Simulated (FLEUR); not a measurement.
# Mo (Im-3m) in FLEUR: a series of runs, part 2 of 3

FLEUR MaX-R8.1 (later development tree).

### Step 3. Density of states, Wu-Cohen GGA+U

inp.xml reads:

```xml
<?xml version="1.0" encoding="UTF-8" standalone="no"?>
<fleurInput fleurInputVersion="0.39">
   <comment>
      Mo                                                                                                  
   </comment>
   <calculationSetup>
      <cutoffs Kmax="5.0" Gmax="25.0" GmaxXC="25.0" numbands="0"/>
      <scfLoop itmax="100" minDistance="0.0002" maxIterBroyd="50" imix="Anderson" alpha="0.05" precondParam="0.0" spinf="2.0" sdNocoIR="T"/>
      <coreElectrons ctail="T" frcor="F" kcrel="0" coretail_lmax="0"/>
      <xcFunctional name="wc" relativisticCorrections="F"/>
      <magnetism jspins="1"/>
      <soc l_soc="F" theta="0.0" phi="0.0" spav="F"/>
      <expertModes spex="0" secvar="F"/>
      <geometryOptimization l_f="F" forcealpha="1.0" forcemix="BFGS" epsdisp="0.00001" epsforce="0.00001"/>
      <ldaU l_linMix="F" mixParam="0.05" spinf="1.0"/>
   </calculationSetup>
   <cell>
      <bzIntegration valenceElectrons="14.0" mode="gauss" fermiSmearingEnergy="0.00073499">
         <kPointListSelection listName="default-1"/>
         <!-- k-points included here -->
         <xi:include xmlns:xi="http://www.w3.org/2001/XInclude" href="kpts.xml"> </xi:include>
      </bzIntegration>
      <!-- symmetry operations included here -->
      <xi:include xmlns:xi="http://www.w3.org/2001/XInclude" href="sym.xml"> </xi:include>
      <bulkLattice scale="1.0">
         <bravaisMatrix>
            <row-1>   -2.9929651905752968     2.9929651905752968     2.9929651905752968</row-1>
            <row-2>    2.9929651905752968    -2.9929651905752968     2.9929651905752968</row-2>
            <row-3>    2.9929651905752968     2.9929651905752968    -2.9929651905752968</row-3>
         </bravaisMatrix>
      </bulkLattice>
   </cell>
   <atomSpecies>
      <species name="Molybdenum (Mo)" element="Mo" atomicNumber="42">
         <mtSphere radius="2.4" gridPoints="793" logIncrement="0.016"/>
         <atomicCutoffs lmax="12" lnonsphr="8"/>
         <electronConfig flipSpins="F">
            <coreConfig>(1s1/2) (2s1/2) (2p1/2) (2p3/2) (3s1/2) (3p1/2) (3p3/2) (3d3/2) (3d5/2)</coreConfig>
            <valenceConfig>(4s1/2) (4p1/2) (4p3/2) (5s1/2) (4d3/2) (4d5/2)</valenceConfig>
            <stateOccupation state="(5s1/2)" spinUp="0.500000" spinDown="0.500000"/>
            <stateOccupation state="(4d3/2)" spinUp="1.000000" spinDown="1.000000"/>
            <stateOccupation state="(4d5/2)" spinUp="1.500000" spinDown="1.500000"/>
         </electronConfig>
         <energyParameters s="5" p="5" d="4" f="4"/>
         <ldaU l="2" U="6" J="0.0" l_amf="F"/>
         <lo type="SCLO" l="0" n="4" eDeriv="0"/>
         <lo type="SCLO" l="1" n="4" eDeriv="0"/>
         <lo type="SCLO" l="1" n="4" eDeriv="1"/>
         <lo type="SCLO" l="3" n="4" eDeriv="2"/>
      </species>
   </atomSpecies>
   <atomGroups>
      <atomGroup species="Molybdenum (Mo)">
         <relPos label="                   1">.0000000000 .0000000000 .0000000000</relPos>
         <force calculate="T" relaxXYZ="TTT"/>
      </atomGroup>
   </atomGroups>
   <output dos="F" band="F" slice="F">
      <checks vchk="F" cdinf="F"/>
      <bandDOS minEnergy="-.5*Htr" maxEnergy="0.5*Htr" sigma="0.015" storeEVData="T"/>
      <vacuumDOS vacdos="F" integ="F" star="F" nstars="0" locx1="0.0" locy1="0.0" locx2="0.0" locy2="0.0" nstm="0" tworkf="0.0"/>
      <unfoldingBand unfoldBand="F" supercellX="1" supercellY="1" supercellZ="1"/>
      <plotting iplot="0" polar="F">
         <plot TwoD="T" vec1="  1.0  0.0  0.0" vec2="  0.0  1.0  0.0" vec3="  0.0  0.0  1.0" zero="  0.0  0.0  0.0" file="plot"/>
      </plotting>
      <chargeDensitySlicing numkpt="0" minEigenval="0.0" maxEigenval="0.0" nnne="0" pallst="F"/>
      <specialOutput eonly="F"/>
      <moessbauerParams electricFieldGradient="T" isomerShift="T" coreHyperfine="T" valenceHyperfine="T"/>
      <magneticCircularDichroism mcd="F" energyLo="-10.0" energyUp="0.0"/>
   </output>
  <!-- We include the file relax.xml here to enable relaxations (see documentation) -->
  <xi:include xmlns:xi="http://www.w3.org/2001/XInclude" href="relax.xml"> <xi:fallback/> </xi:include>
</fleurInput>
```

crystal.txt reads:

```
Mo
&input cartesian=F /
-1.5838089719  1.5838089719  1.5838089719
1.5838089719  -1.5838089719  1.5838089719
1.5838089719  1.5838089719  -1.5838089719
1.8897261246
1.0 1.0 1.0

1
42 0.0000000000  0.0000000000  0.0000000000

&kpt div1=12 div2=12 div3=12 gamma=T /
```

inp.xml (dos) reads:

```
<?xml version="1.0" encoding="UTF-8" standalone="no"?>
<fleurInput fleurInputVersion="0.39">
   <comment>
      Mo                                                                                                  
   </comment>
   <calculationSetup>
      <cutoffs Kmax="5.0" Gmax="25.0" GmaxXC="25.0" numbands="0"/>
      <scfLoop itmax="100" minDistance="0.0002" maxIterBroyd="50" imix="Anderson" alpha="0.05" precondParam="0.0" spinf="2.0" sdNocoIR="T"/>
      <coreElectrons ctail="T" frcor="F" kcrel="0" coretail_lmax="0"/>
      <xcFunctional name="wc" relativisticCorrections="F"/>
      <magnetism jspins="1"/>
      <soc l_soc="F" theta="0.0" phi="0.0" spav="F"/>
      <expertModes spex="0" secvar="F"/>
      <geometryOptimization l_f="F" forcealpha="1.0" forcemix="BFGS" epsdisp="0.00001" epsforce="0.00001"/>
      <ldaU l_linMix="F" mixParam="0.05" spinf="1.0"/>
   </calculationSetup>
   <cell>
      <bzIntegration valenceElectrons="14.0" mode="gauss" fermiSmearingEnergy="0.00073499">
         <kPointListSelection listName="default-1"/>
         <!-- k-points included here -->
         <xi:include xmlns:xi="http://www.w3.org/2001/XInclude" href="kpts.xml"> </xi:include>
      </bzIntegration>
      <!-- symmetry operations included here -->
      <xi:include xmlns:xi="http://www.w3.org/2001/XInclude" href="sym.xml"> </xi:include>
      <bulkLattice scale="1.0">
         <bravaisMatrix>
            <row-1>   -2.9929651905752968     2.9929651905752968     2.9929651905752968</row-1>
            <row-2>    2.9929651905752968    -2.9929651905752968     2.9929651905752968</row-2>
            <row-3>    2.9929651905752968     2.9929651905752968    -2.9929651905752968</row-3>
         </bravaisMatrix>
      </bulkLattice>
   </cell>
   <atomSpecies>
      <species name="Molybdenum (Mo)" element="Mo" atomicNumber="42">
         <mtSphere radius="2.4" gridPoints="793" logIncrement="0.016"/>
         <atomicCutoffs lmax="12" lnonsphr="8"/>
         <electronConfig flipSpins="F">
            <coreConfig>(1s1/2) (2s1/2) (2p1/2) (2p3/2) (3s1/2) (3p1/2) (3p3/2) (3d3/2) (3d5/2)</coreConfig>
            <valenceConfig>(4s1/2) (4p1/2) (4p3/2) (5s1/2) (4d3/2) (4d5/2)</valenceConfig>
            <stateOccupation state="(5s1/2)" spinUp="0.500000" spinDown="0.500000"/>
            <stateOccupation state="(4d3/2)" spinUp="1.000000" spinDown="1.000000"/>
            <stateOccupation state="(4d5/2)" spinUp="1.500000" spinDown="1.500000"/>
         </electronConfig>
         <energyParameters s="5" p="5" d="4" f="4"/>
         <ldaU l="2" U="6" J="0.0" l_amf="F"/>
         <lo type="SCLO" l="0" n="4" eDeriv="0"/>
         <lo type="SCLO" l="1" n="4" eDeriv="0"/>
         <lo type="SCLO" l="1" n="4" eDeriv="1"/>
         <lo type="SCLO" l="3" n="4" eDeriv="2"/>
      </species>
   </atomSpecies>
   <atomGroups>
      <atomGroup species="Molybdenum (Mo)">
         <relPos label="                   1">.0000000000 .0000000000 .0000000000</relPos>
         <force calculate="T" relaxXYZ="TTT"/>
      </atomGroup>
   </atomGroups>
   <output dos="T" band="F" slice="F">
      <checks vchk="F" cdinf="F"/>
      <bandDOS minEnergy="-0.8*Htr" maxEnergy="0.5*Htr" sigma="0.005" storeEVData="T"/>
      <vacuumDOS vacdos="F" integ="F" star="F" nstars="0" locx1="0.0" locy1="0.0" locx2="0.0" locy2="0.0" nstm="0" tworkf="0.0"/>
      <unfoldingBand unfoldBand="F" supercellX="1" supercellY="1" supercellZ="1"/>
      <plotting iplot="0" polar="F">
         <plot TwoD="T" vec1="  1.0  0.0  0.0" vec2="  0.0  1.0  0.0" vec3="  0.0  0.0  1.0" zero="  0.0  0.0  0.0" file="plot"/>
      </plotting>
      <chargeDensitySlicing numkpt="0" minEigenval="0.0" maxEigenval="0.0" nnne="0" pallst="F"/>
      <specialOutput eonly="F"/>
      <moessbauerParams electricFieldGradient="T" isomerShift="T" coreHyperfine="T" valenceHyperfine="T"/>
      <magneticCircularDichroism mcd="F" energyLo="-10.0" energyUp="0.0"/>
   </output>
  <!-- We include the file relax.xml here to enable relaxations (see documentation) -->
  <xi:include xmlns:xi="http://www.w3.org/2001/XInclude" href="relax.xml"> <xi:fallback/> </xi:include>
</fleurInput>
```

Potentials or basis: all-electron, FLAPW.

Run with:

```console
$ inpgen -f crystal.txt -profile precise
$ # inp.xml edited to the form shown
$ fleur_MPI
$ fleur_MPI   # second run, on inp.xml (dos)
```

Log:

```text
Welcome to FLEUR        (www.flapw.de)
      MaX-Release 8.1          (www.max-centre.eu)

 ========== k-point set info ==========
 Selected k-point list: default-1
 k-point list type: mesh
 12 x 12 x 12
 Number of k points: 72

 ------------Calculation Setup---------------------------
 Number of MPI-tasks      :            1
 Number of PE/node        :            1
 Number of OMP-threads    :            1
 Most efficient MPI parallelization for:
           1           2           3           4           6           8           9          12          18          24          36          72
 Additional eigenvalue parallelization possible
 Number of basis functions:          264
 Approximate size of matrices (H+S) per k-point:         0.001 GB
 --------------------------------------------------------
 no density matrix found ... skipping LDA+U
 Reset of history
 Iteration:     1   Distance:      16.87524779 me/bohr^3
 Iteration:     2   Distance:      18.74686567 me/bohr^3
 Iteration:     3   Distance:      17.24945510 me/bohr^3
 Iteration:     4   Distance:       7.38805306 me/bohr^3
 Iteration:     5   Distance:       8.20157184 me/bohr^3
 Iteration:     6   Distance:       2.57810039 me/bohr^3
 Iteration:     7   Distance:       3.25812214 me/bohr^3
 Iteration:     8   Distance:       1.76209624 me/bohr^3
 Iteration:     9   Distance:       0.34763697 me/bohr^3
 Iteration:    10   Distance:       0.07792405 me/bohr^3
 Iteration:    11   Distance:       0.07105227 me/bohr^3
 Iteration:    12   Distance:       0.00614962 me/bohr^3
 Iteration:    13   Distance:       0.00574165 me/bohr^3
 Iteration:    14   Distance:       0.00033808 me/bohr^3
 Iteration:    15   Distance:       0.00032766 me/bohr^3
 Iteration:    16   Distance:       0.00000638 me/bohr^3

 ********************************************************************
 Run finished successfully
 Stop message:
   all done
 ********************************************************************
```

Run time: 59 s. Hardware: 1 thread of Arm Neoverse N1, shared host; peak memory 0.09 GiB.

Results:

```
Free energy                                           : -110172.1624 eV
Valence electrons inside the program's atomic spheres : Mo 11.88 (radii Mo 2.4 bohr)
```

Eigenvalues of the final occupation matrices:
| site | spin | trace | eigenvalues |
| --- | --- | --- | --- |
| atom type 1 | 1 | 3.34 | 0.44 0.44 0.82 0.82 0.82 |

Core levels (eV from the Fermi level):
| atom | levels |
| --- | --- |
| 1 Mo | 1s1/2 -19807.4, 2s1/2 -2795.1, 2p1/2 -2571.7, 2p3/2 -2465.2, 3s1/2 -473.6, 3p1/2 -388.6, 3p3/2 -371.1, 3d3/2 -220.6, 3d5/2 -217.3 |

Caveat: with Gaussian smearing the program prints no entropy term, so the energy of a metal isn't a free energy; the U is typed as a test and isn't derived for this compound.

### Step 4. Density of states, LDA (von Barth-Hedin)

Edit inp.xml of step 3 so:

```diff
@@ -6,6 +6,6 @@
    <calculationSetup>
-      <cutoffs Kmax="5.0" Gmax="25.0" GmaxXC="25.0" numbands="0"/>
-      <scfLoop itmax="100" minDistance="0.0002" maxIterBroyd="50" imix="Anderson" alpha="0.05" precondParam="0.0" spinf="2.0" sdNocoIR="T"/>
+      <cutoffs Kmax="4.1" Gmax="12.7" GmaxXC="12.7" numbands="0"/>
+      <scfLoop itmax="60" minDistance="0.00001" maxIterBroyd="15" imix="Anderson" alpha="0.05" precondParam="0.0" spinf="2.0" sdNocoIR="T"/>
       <coreElectrons ctail="T" frcor="F" kcrel="0" coretail_lmax="0"/>
-      <xcFunctional name="wc" relativisticCorrections="F"/>
+      <xcFunctional name="bh" relativisticCorrections="F"/>
       <magnetism jspins="1"/>
@@ -17,3 +17,3 @@
    <cell>
-      <bzIntegration valenceElectrons="14.0" mode="gauss" fermiSmearingEnergy="0.00073499">
+      <bzIntegration valenceElectrons="14.0" mode="hist" fermiSmearingEnergy="0.00183747">
          <kPointListSelection listName="default-1"/>
@@ -35,3 +35,3 @@
          <mtSphere radius="2.4" gridPoints="793" logIncrement="0.016"/>
-         <atomicCutoffs lmax="12" lnonsphr="8"/>
+         <atomicCutoffs lmax="10" lnonsphr="8"/>
          <electronConfig flipSpins="F">
@@ -44,3 +44,2 @@
          <energyParameters s="5" p="5" d="4" f="4"/>
-         <ldaU l="2" U="6" J="0.0" l_amf="F"/>
          <lo type="SCLO" l="0" n="4" eDeriv="0"/>
@@ -48,2 +47,3 @@
          <lo type="SCLO" l="1" n="4" eDeriv="1"/>
+         <lo type="SCLO" l="2" n="4" eDeriv="2"/>
          <lo type="SCLO" l="3" n="4" eDeriv="2"/>
```

crystal.txt is that of step 3.

Edit inp.xml (dos) of step 3 so:

```diff
@@ -6,6 +6,6 @@
    <calculationSetup>
-      <cutoffs Kmax="5.0" Gmax="25.0" GmaxXC="25.0" numbands="0"/>
-      <scfLoop itmax="100" minDistance="0.0002" maxIterBroyd="50" imix="Anderson" alpha="0.05" precondParam="0.0" spinf="2.0" sdNocoIR="T"/>
+      <cutoffs Kmax="4.1" Gmax="12.7" GmaxXC="12.7" numbands="0"/>
+      <scfLoop itmax="60" minDistance="0.00001" maxIterBroyd="15" imix="Anderson" alpha="0.05" precondParam="0.0" spinf="2.0" sdNocoIR="T"/>
       <coreElectrons ctail="T" frcor="F" kcrel="0" coretail_lmax="0"/>
-      <xcFunctional name="wc" relativisticCorrections="F"/>
+      <xcFunctional name="bh" relativisticCorrections="F"/>
       <magnetism jspins="1"/>
@@ -17,3 +17,3 @@
    <cell>
-      <bzIntegration valenceElectrons="14.0" mode="gauss" fermiSmearingEnergy="0.00073499">
+      <bzIntegration valenceElectrons="14.0" mode="hist" fermiSmearingEnergy="0.00183747">
          <kPointListSelection listName="default-1"/>
@@ -35,3 +35,3 @@
          <mtSphere radius="2.4" gridPoints="793" logIncrement="0.016"/>
-         <atomicCutoffs lmax="12" lnonsphr="8"/>
+         <atomicCutoffs lmax="10" lnonsphr="8"/>
          <electronConfig flipSpins="F">
@@ -44,3 +44,2 @@
          <energyParameters s="5" p="5" d="4" f="4"/>
-         <ldaU l="2" U="6" J="0.0" l_amf="F"/>
          <lo type="SCLO" l="0" n="4" eDeriv="0"/>
@@ -48,2 +47,3 @@
          <lo type="SCLO" l="1" n="4" eDeriv="1"/>
+         <lo type="SCLO" l="2" n="4" eDeriv="2"/>
          <lo type="SCLO" l="3" n="4" eDeriv="2"/>
```

Run with:

```console
$ inpgen -f crystal.txt -profile fastHighL
$ # inp.xml edited to the form shown
$ fleur_MPI
$ fleur_MPI   # second run, on inp.xml (dos)
```

It took 15 s on 1 thread of Arm Neoverse N1, shared host; peak memory 0.09 GiB.

Results (log left out):

| Item | Value |
| --- | --- |
| Free energy | -110101.0091 eV |
| Band gap on the k mesh | none (metal or under the smearing width) |
| Valence electrons inside the program's atomic spheres | Mo 11.94 (radii Mo 2.4 bohr) |

Levels at points of the mesh, in eV from the Fermi level:
```csv
k point,band 4,band 5,band 6,band 7,band 8,band 9,band 10,band 11
"(0.00, 0.00, 0.00)",-34.42,-7.14,-1.29,-1.29,-1.29,1.65,1.65,14.75
"(0.00, 0.00, 0.50)",-34.43,-5.18,-3.28,1.65,1.68,2.28,4.72,11.39
"(0.50, 0.50, 0.50)",-35.35,-5.28,-5.28,3.97,3.97,3.97,8.96,8.96
```

States per cell in windows of 0.5 eV (zero at the Fermi level; states under -8 eV left out):
```csv
from (eV),total,MT:1d,INT,MT:1s,MT:1p,MT:1f,Sym
-8.0,0.00,0.00,0.00,0.00,0.00,0.00,0.00
-7.5,0.00,0.00,0.00,0.00,0.00,0.00,0.00
-7.0,0.02,0.00,0.01,0.01,0.00,0.00,0.00
-6.5,0.03,0.00,0.02,0.01,0.00,0.00,0.00
-6.0,0.05,0.00,0.03,0.02,0.00,0.00,0.00
-5.5,0.18,0.06,0.08,0.03,0.01,0.00,0.00
-5.0,0.42,0.18,0.17,0.06,0.01,0.00,0.00
-4.5,0.69,0.33,0.27,0.06,0.02,0.00,0.00
-4.0,0.67,0.36,0.24,0.04,0.03,0.00,0.00
-3.5,0.51,0.34,0.15,0.01,0.02,0.00,0.00
-3.0,0.94,0.64,0.26,0.01,0.03,0.01,0.00
-2.5,0.52,0.36,0.14,0.00,0.02,0.00,0.00
```

Core levels (eV from the Fermi level):
```tsv
atom	levels
1 Mo	1s1/2 -19782.0, 2s1/2 -2791.3, 2p1/2 -2569.3, 2p3/2 -2463.0, 3s1/2 -471.8, 3p1/2 -387.3, 3p3/2 -369.7, 3d3/2 -219.8, 3d5/2 -216.5
```

(Part 2 of 3 ends here.)
